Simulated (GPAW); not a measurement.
The system is Ti.

```
Ti
1.0
     4.56737    0.00000    0.00000
    -2.28369    3.95546    0.00000
     0.00000    0.00000    2.82624
Ti
3
Direct
  0.66667 0.33333 0.50000
  0.33333 0.66667 0.50000
  0.00000 0.00000 0.00000
```

This isn't the form of Ti at room conditions, which is hcp.

```yaml
Program: GPAW 26.7.0
Task: relaxation of cell and atoms
Functional: PBEsol
Dispersion: D4
Potentials_or_basis: PAW data sets generated in the run's folder for this functional
Cutoff: 600 eV
Basis: pw
k_mesh: 5 × 5 × 7
Occupations: fermi-dirac, width 0.05 eV
Spin: no spin polarisation
```

At the start: pressure -5.2 GPa; volume 17.02 Å³/atom.

Q: Where does the relaxation end?

A: Over 6 steps the energy falls by 8.7 meV/atom and the volume is 16.27 Å³/atom (-4.4 %); space group P6/mmm (No. 191, to 0.05 Å).

The path:
```
step  energy change (eV)  largest force (eV/Å)  pressure (GPa)  volume (Å³)
   1              0.0000                0.0000           -5.16        51.06
   2             -0.0096                0.0000           -4.33        50.66
   3             -0.0250                0.0000            0.18        48.70
   4             -0.0254                0.0000            0.01        48.77
   5             -0.0257                0.0000           -0.07        48.80
   6             -0.0260                0.0000           -0.12        48.81
```

Final structure:
```
CELL_PARAMETERS angstrom
4.49277 0.00000 0.00000
-2.24638 3.89085 0.00000
0.00000 0.00000 2.79250
ATOMIC_POSITIONS crystal
Ti 0.66667 0.33333 0.50000
Ti 0.33333 0.66667 0.50000
Ti 0.00000 0.00000 0.00000
```

Caveat: later steps reuse the first step's grids; pairwise dispersion overbinds metals, which lowers pressure and volume.
